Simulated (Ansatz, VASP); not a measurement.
# Cross-check of InSe between VASP and Ansatz, part 2 of 2

Aim: how closely do two programs agree when they are given the same cell, functional and k mesh? Of the first pair: The structure shown is the start of the Ansatz relaxation below; VASP solves that cell, so the two are compared at the walk's first step.

VASP 6.6.1 and Ansatz 0.2.0.

So far. Step 4 (Differences): The forces differ by 9.2 meV/Å r.m.s., which is 4.6 % of the r.m.s. force of 0.199 eV/Å (both taken over all components). With vacuum in the cell, a pressure given here is an average over mostly empty space and none of the material.

## 5. Ansatz: relaxation, PBE

Level of this step: Ansatz beside VASP: Kohn-Sham DFT, plane waves, PBE (Ansatz).

This run makes the geometry at which the two programs are then compared.

The structure compared here is the end of the Ansatz relaxation.

The input, input.yaml:

```yaml
crystal:
  lattice:
    - [4.0, 0.0, 0.0]
    - [-2.0, 3.464101615, 0.0]
    - [0.0, 0.0, 29.797712]
  atoms:
    - { symbol: Se, position: [0.0, 0.0, 0.731523011] }
    - { symbol: In, position: [0.333333333, 0.666666667, 0.689008203] }
    - { symbol: In, position: [0.333333333, 0.666666667, 0.594348318] }
    - { symbol: Se, position: [0.0, 0.0, 0.551720213] }
    - { symbol: Se, position: [0.333333333, 0.666666667, 0.448279787] }
    - { symbol: In, position: [0.666666667, 0.333333333, 0.40576498] }
    - { symbol: In, position: [0.666666667, 0.333333333, 0.311105094] }
    - { symbol: Se, position: [0.333333333, 0.666666667, 0.268476989] }
kpoints:
  mp_grid: { grid: [12, 12, 1] }
scf:
  occupations: { method: fermi_dirac, width: 0.02 }
  n_extra_bands: 8
hamiltonian:
  xc: pbe
  pseudopotentials: { kind: paw }
output:
  forces: true
  write_potential: true
  volumetric_format: []
relax:
  f_tol: 0.01
  max_steps: 40
  cell: { fix: [c, alpha, beta] }
```

Command:

```sh
ansatz run input.yaml --threads 4 --pin off --max-ram 8192MiB --backend cpu --events-out ev --progress --plain --runs-dir out
```

Numbers of over 12 decimals in the logs are rounded to 6 here.

Log:

```text
[...]
Crystal: 8 atoms, lattice volume = 412.889 Å³
Basis set: ecut = 420 eV, 8115 PW (Γ), exchange–correlation on 54×54×400 points (8 copies of the dense FFT grid, shifted against one another)
Bands: 66, of which v1, the nominal top of the filled ones, is band 58 counted from 1 (57 counted from 0)
Symmetry: 6 space group operations
[...]
- [4.085576, 0, 0]
    - [-2.042788, 3.538213, 0]
    - [0, 0, 29.797712]
  atoms:
[...]
- { symbol: In, position: [0.333333, 0.666667, 0.703768] }
    - { symbol: In, position: [0.333333, 0.666667, 0.608955] }
[...]
- { symbol: Se, position: [0.333333, 0.666667, 0.433865] }
    - { symbol: In, position: [0.666667, 0.333333, 0.391102] }
    - { symbol: In, position: [0.666667, 0.333333, 0.296287] }
    - { symbol: Se, position: [0.333333, 0.666667, 0.253533] }
[key lines of the parts left out:]
SCF converged after 9 iterations
Free energy (F): -44271.891470 eV
Fermi energy:    1.596388 eV
P = ⅓ Tr σ = -0.0014 GPa (-0.014 kbar)
```

## 6. VASP: single point, PBE, relaxed cell, pair 2

The same cell, functional, mesh and smearing now go to VASP, with its own data sets.

The input, INCAR:

```
SYSTEM = InSe
PREC = Accurate
ENCUT = 500
EDIFF = 1E-06
NELM = 120
ISMEAR = -1
SIGMA = 0.02
LREAL = .FALSE.
ALGO = Normal
GGA = PE
NBANDS = 47
LORBIT = 11
LWAVE = .FALSE.
LCHARG = .FALSE.
ISIF = 2
LASPH = .TRUE.
GGA_COMPAT = .FALSE.
EFERMI = MIDGAP
KPAR = 2
```

The input, POSCAR:

```
InSe
1.0
    4.0855761350      0.0000000000      0.0000000000
   -2.0427880675      3.5382127220      0.0000000000
    0.0000000000      0.0000000000     29.7977120000
Se In
4 4
Direct
    0.0000000000      0.0000000000      0.7465218504
    0.0000000000      0.0000000000      0.5661939852
    0.3333333333      0.6666666667      0.4338647552
    0.3333333333      0.6666666667      0.2535334330
    0.3333333333      0.6666666667      0.7037682249
    0.3333333333      0.6666666667      0.6089551160
    0.6666666667      0.3333333333      0.3911018886
    0.6666666667      0.3333333333      0.2962873417
```

The input, KPOINTS:

```
Automatic mesh
0
Gamma
12 12 1
0 0 0
```

PAW data sets: Se and In_d (PBE family, release 64).

Command:

```sh
mpirun -np 2 vasp_std
```

Log:

```text
[... set-up lines as in an earlier step ...]
 entering main loop
       N       E                     dE             d eps       ncg     rms          rms(c)
DAV:   1     0.693694405180E+03    0.69369E+03   -0.32020E+04  1882   0.145E+03
DAV:   2     0.641628032183E+02   -0.62953E+03   -0.61384E+03  1945   0.369E+02
DAV:   3    -0.242684111489E+02   -0.88431E+02   -0.86566E+02  2222   0.170E+02
DAV:   4    -0.291835193128E+02   -0.49151E+01   -0.48877E+01  2063   0.428E+01
[...]
DAV:  21    -0.284434432327E+02   -0.55201E-05   -0.10058E-07  1327   0.403E-03    0.546E-04
DAV:  22    -0.284434471970E+02   -0.39643E-05   -0.12677E-07  1366   0.138E-03    0.312E-04
DAV:  23    -0.284434475418E+02   -0.34485E-06   -0.19106E-08  1292   0.141E-03
   1 F= -.28443448E+02 E0= -.28443448E+02  d E =-.976752E-13
```

OUTCAR, selected parts (step 6):

```text
  Total        0.0432543      0.0432543      0.0413170      0.0000000      0.0000000     -0.0000000
  in kB        0.1608864      0.1608864      0.1536805      0.0000000      0.0000000     -0.0000000
  external PRESSURE =       0.1584844 kB  Pullay stress =       0.0000000 kB

 POSITION                                       TOTAL-FORCE (eV/Angst)
 -----------------------------------------------------------------------------------
      0.00000      0.00000     22.24464         0.000000     -0.000000      0.013572
      0.00000      0.00000     16.87129        -0.000000      0.000000     -0.013249
     -0.00000      2.35881     12.92818         0.000000     -0.000000      0.013288
     -0.00000      2.35881      7.55472         0.000000     -0.000000     -0.013557
     -0.00000      2.35881     20.97068        -0.000000     -0.000000     -0.013463
     -0.00000      2.35881     18.14547         0.000000      0.000000      0.013832
      2.04279      1.17940     11.65394         0.000000     -0.000000     -0.013995
      2.04279      1.17940      8.82868         0.000000     -0.000000      0.013571
 -----------------------------------------------------------------------------------
    total drift:                               -0.000000      0.000000      0.000198

  FREE ENERGIE OF THE ION-ELECTRON SYSTEM (eV)
  ---------------------------------------------------
  free  energy   TOTEN  =       -28.4434475418 eV

  energy  without entropy=      -28.4434475418  energy(sigma->0) =      -28.44344754

[... 1 part as in an earlier step ...]

[... 2 further parts left out ...]
[key lines of the parts left out:]
E-fermi :  -0.1600
```

## 7. Comparison

What differs besides the data sets and the points named for the pairs above, as far as they apply: the data sets hold 116 valence electrons in Ansatz (on its default PAW (the set named soft_2) files) and 76 in VASP; the cutoff is 420 eV in Ansatz and 500 eV in VASP; Ansatz's pressure holds a Pulay correction, VASP's none. Total energies have different zeros and are not compared.

Compared:

```csv
quantity,Ansatz,VASP,difference
pressure (GPa),0.00,0.02,-0.02
gap on the k mesh (eV),1.122,1.111,+0.011
```

At this near-relaxed geometry the largest component of a force difference is 14 meV/Å. A gap on the mesh is an upper bound, since the band edges may lie between its points. With vacuum in the cell, a pressure given here is an average over mostly empty space and none of the material.

## 8. Summary of results

- r.m.s. force difference (single point, PBE, start cell, pair 1): 9.2 meV/Å
- difference in gap on the k mesh (single point, PBE, relaxed cell, pair 2): 0.011 eV
- r.m.s. force difference (single point, PBE, relaxed cell, pair 2): 8.1 meV/Å

**Reading.** The r.m.s. force difference is 9.2 meV/Å (single point, PBE, start cell, pair 1), within the 12 meV/Å picked in this series as the mark of a large difference. The data sets hold unlike numbers of valence electrons (116 in Ansatz and 76 in VASP), so part of the differences comes from the potentials. How closely two codes agree says nothing of how well the functional describes the real material.

[Lines on the potential files, build, host, timing and source positions are cut from VASP's logs without a mark.]

[Logs are printed without paths, hosts, clocks, repeated set-up lines and the standing remarks that a program may print on its own settings, such as how far it seeks lower states.]

[Hosts, paths, dates, database ids (printed as entryN), source tags and the programs' standing remarks are cut or masked in the printed files.]
